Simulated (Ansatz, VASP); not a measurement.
C: VASP beside Ansatz

File INCAR:

```
ALGO = Normal ; EDIFF = 1E-6
ENCUT = 520 ; GGA = PE
ISIF = 2 ; ISMEAR = 0
LASPH = T ; LCHARG = T
LELF = T ; LREAL = F
LVHAR = T ; LWAVE = F
NBANDS = 11 ; NELM = 100
PREC = Accurate ; SIGMA = 0.02
```

The input KPOINTS:

```
k-points
0
Gamma
  12 12 12
```

POSCAR

```
C
1.0
    0.0000000000      1.7857368523      1.7857368523
    1.7857368523      0.0000000000      1.7857368523
    1.7857368523      1.7857368523      0.0000000000
C
2
Direct
    0.5000000000      0.5000000000      0.5000000000
    0.7500000000      0.7500000000      0.7500000000
```

Input for Ansatz:

```yaml
crystal:
  lattice:
    - [0.0, 1.785736852, 1.785736852]
    - [1.785736852, 0.0, 1.785736852]
    - [1.785736852, 1.785736852, 0.0]
  atoms:
    - { symbol: C, position: [0.5, 0.5, 0.5] }
    - { symbol: C, position: [0.75, 0.75, 0.75] }
basis:
  ecutwfc: 420
kpoints:
  mp_grid: { grid: [12, 12, 12] }
  band_path: { path: [VBM, CBM], npoints: 2 }
hamiltonian:
  xc: pbe
scf:
  occupations: { method: gaussian, width: 0.02 }
output:
  forces: true
  stress: true
  eigenvalues: true
```

Alike in both runs: task single point; functional PBE; k mesh 12 × 12 × 12; occupations gaussian, width 0.02 eV; no spin polarisation.

```csv
,VASP,Ansatz
version,VASP 6.6.1,Ansatz 0.2.0
potentials or method,"VASP PAW PBE potentials, release 64 (C)","scalar-relativistic, plane waves, PAW"
plane-wave cutoff (eV),520,420
valence electrons in the cell,8,8
```

|  | VASP | Ansatz | Ansatz less VASP |
| --- | --- | --- | --- |
| gap on the k mesh at the Fermi level (eV) | 4.14 | 4.15 | +0.007 |
| least direct gap on the mesh (eV) | 5.58 | 5.58 | +0.004 |
| pressure (GPa) | 0.7 | 0.0 | -0.66 |

The functional is the same, so the differences come from potentials, cutoffs and numerics.
